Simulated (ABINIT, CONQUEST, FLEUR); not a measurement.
Cost and result for the band gap of SnSe

```cif
data_structure
_symmetry_space_group_name_H-M 'Pnma'
_symmetry_Int_Tables_number 62
_cell_length_a 11.4200
_cell_length_b 4.1900
_cell_length_c 4.4600
_cell_angle_alpha 90.000
_cell_angle_beta 90.000
_cell_angle_gamma 90.000
_cell_volume 213.41
loop_
_atom_site_label
_atom_site_type_symbol
_atom_site_symmetry_multiplicity
_atom_site_Wyckoff_symbol
_atom_site_fract_x
_atom_site_fract_y
_atom_site_fract_z
_atom_site_occupancy
Sn1 Sn 4 c 0.87700 0.75000 0.90900 1
Se1 Se 4 c 0.64300 0.75000 0.98400 1
```

| rung | level | program and potentials | cutoff (eV) | k mesh | smearing | task | core time | chip | band gap (eV) | miss (eV) | notes |
| --- | --- | --- | --- | --- | --- | --- | --- | --- | --- | --- | --- |
| GGA | PBE | CONQUEST, PseudoDojo NC PBE, SZP, grid cutoff 120 Ha | - | 4 × 4 × 2 | fermi-dirac 0.05 | single point | 28 s | AMD EPYC 9R45 Zen 5 | 1.05 | +0.22 | atomic basis; 15 valence electrons an atom on average; mesh may miss the edge |
| LDA | PZ | FLEUR, all-electron, FLAPW | - | 3 × 6 × 6 | fermi-dirac 0.05 | band structure | 13 min | Arm Neoverse V2 | 0.47 | -0.36 | - |
| GGA | WC | FLEUR, all-electron, FLAPW | - | 3 × 6 × 6 | fermi-dirac 0.05 | band structure | 16 min | Arm Neoverse V1 | 0.48 | -0.35 | - |
| GGA | PBE | ABINIT, JTH PAW PBE v2.0 | 599 | 3 × 5 × 5 | fermi-dirac 0.05 | band structure | 16 min | AMD EPYC 9R45 Zen 5 | 0.55 | -0.28 | 10 valence electrons an atom on average; from the band path |
| LDA | LDA | ABINIT, JTH PAW LDA v2.0 | 599 | 3 × 5 × 5 | fermi-dirac 0.05 | band structure | 16 min | AMD EPYC 9R45 Zen 5 | (a) | ? | 10 valence electrons an atom on average; from the band path |
| GGA | revPBE | FLEUR, all-electron, FLAPW | - | 3 × 6 × 6 | fermi-dirac 0.05 | band structure | 17 min | Arm Neoverse V2 | 0.57 | -0.26 | - |
| GGA | PBEsol | FLEUR, all-electron, FLAPW | - | 3 × 6 × 6 | fermi-dirac 0.05 | band structure | 28 min | Arm Neoverse V2 | 0.48 | -0.35 | - |
| GGA | RPBE | FLEUR, all-electron, FLAPW | - | 3 × 6 × 6 | fermi-dirac 0.05 | band structure | 29 min | Arm Neoverse V2 | 0.64 | -0.19 | - |
| GGA | PBE | FLEUR, all-electron, FLAPW | - | 3 × 6 × 6 | fermi-dirac 0.05 | band structure | 33 min | Arm Neoverse V1 | (b) | ? | - |
| LDA | Wigner | FLEUR, all-electron, FLAPW | - | 3 × 6 × 6 | fermi-dirac 0.05 | band structure | 35 min | Arm Neoverse V1 | 0.44 | -0.39 | - |
| GGA | PW91 | FLEUR, all-electron, FLAPW | - | 3 × 6 × 6 | fermi-dirac 0.05 | band structure | 38 min | Arm Neoverse V1 | 0.55 | -0.28 | - |
| LDA | LDA | FLEUR, all-electron, FLAPW | - | 3 × 6 × 6 | fermi-dirac 0.05 | band structure | 38 min | Arm Neoverse V1 | 0.48 | -0.35 | - |

Times are single runs on shared hosts and different chips, so they are rough; meshes, cutoffs and the tasks' sizes weigh on the time. All rows: no spin polarisation. Gaps are the least found on the k mesh or the band path, and a mesh can miss the band edges. Smearing widths are in eV. The cell comes from a database and isn't always the measured one. Meshes differ between rows, which moves values too. All levels ran on this one cell, unrelaxed unless noted. Meshes are those of the run's cell of 8 atoms unless a note names another. Misses use the values as printed. Runs on faulty files, with rough fits or with known faults for this quantity aren't shown. No row holds spin-orbit coupling.

Measured: 0.83 eV at 295 K (pmc:9284162, doi:10.1002/advs.202103720). The runs are for a static lattice.

Estimate the values left out from the other rows.

(a) 0.49 eV, miss -0.34; (b) 0.54 eV, miss -0.29.
